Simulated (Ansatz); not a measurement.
# Osmium, diamond under RPBE: from relaxation to bulk modulus

The plan for osmium in the diamond structure: relax it, solve it on a dense k-mesh, then scale the cell to 7 volumes from 88 to 112 % of the relaxed one and try a fit of the equation of state. Spin polarisation is left out. The k-meshes are 10×10×10 for the relaxation; 16×16×16 for the dense run; 11×11×11 for the volumes.

This is Os in the diamond structure; at room conditions it is hcp.

Program: Ansatz 0.2.0. Level of theory: DFT RPBE, plane waves (420 eV) with PAW, scalar-relativistic; PBE-made PAW files. These are calculated values, not measurements.

## 1. The system as given

The structure is cubic, space group Fd-3m (No. 227). Conventional cell: a = 5.326 Å, b = 5.326 Å, c = 5.326 Å, α = 90.00°, β = 90.00°, γ = 90.00°. Os (site symmetry -43m) has 4 Os at 2.31 Å as nearest neighbours.

Coordinates:

```cif
data_structure
_symmetry_space_group_name_H-M 'P 1'
_symmetry_Int_Tables_number 1
_cell_length_a 3.7663
_cell_length_b 3.7663
_cell_length_c 3.7663
_cell_angle_alpha 60.000
_cell_angle_beta 60.000
_cell_angle_gamma 60.000
_cell_volume 37.78
loop_
_atom_site_label
_atom_site_type_symbol
_atom_site_fract_x
_atom_site_fract_y
_atom_site_fract_z
_atom_site_occupancy
Os1 Os 0.12500 0.12500 0.12500 1
Os2 Os 0.87500 0.87500 0.87500 1
```

## 2. Geometry optimisation

Contents of input.yaml:

```yaml
crystal:
  lattice:
    - [0.0, 2.6631674351, 2.6631674351]
    - [2.6631674351, 0.0, 2.6631674351]
    - [2.6631674351, 2.6631674351, 0.0]
  atoms:
    - { symbol: Os, position: [0.125, 0.125, 0.125] }
    - { symbol: Os, position: [0.875, 0.875, 0.875] }
hamiltonian:
  xc: rpbe
  pseudopotentials:
    kind: paw
    azcp:
      Os: "pseudopotentials/Os.paw.azcp"
basis:
  ecutwfc: 420
  fft_grid_basis: typed
kpoints:
  mp_grid: { grid: [10, 10, 10], shift: [0, 0, 0] }
magnetization:
  spin_polarized: false
scf:
  occupations: { method: fermi_dirac, width: 0.1 }
relax:
  max_steps: 60
  f_tol: 0.01
  cell: {}
output:
  write_density: true
  write_potential: true
  elf: true
  volumetric_format: npy
```

Further steps of the session: Dense single point; Volume × 0.88; Volume × 0.92; Volume × 0.96; Volume × 1.0; Volume × 1.04; Volume × 1.08; Volume × 1.12.

Q: Predict the outcome of this session. Wanted: space group; conventional cell; volume; shortest distance; gap on the mesh; relative to hcp; V₀, B₀, B₀′.

**Answer**, as computed:

```
                      quantity                         value
space group (spins left aside)               Fd-3m (No. 227)
             conventional cell                   a = 5.581 Å
                        volume                21.725 Å³/atom
             shortest distance                       2.416 Å
               gap on the mesh  none (levels filled in part)
               relative to hcp                +1222 meV/atom
                   V₀, B₀, B₀′  21.715 Å³/atom, 196 GPa, 4.6
```

What this shows: The relaxation enlarged the cell by 15.0 % in volume. It lies 1222 meV/atom above the element's reference form at the same level (hcp, from a run of its own). No gap shows: it is a metal or semimetal at this level. B₀ comes out at 196 GPa. The symmetry was held, so the structure may be unstable against distortions that break it.
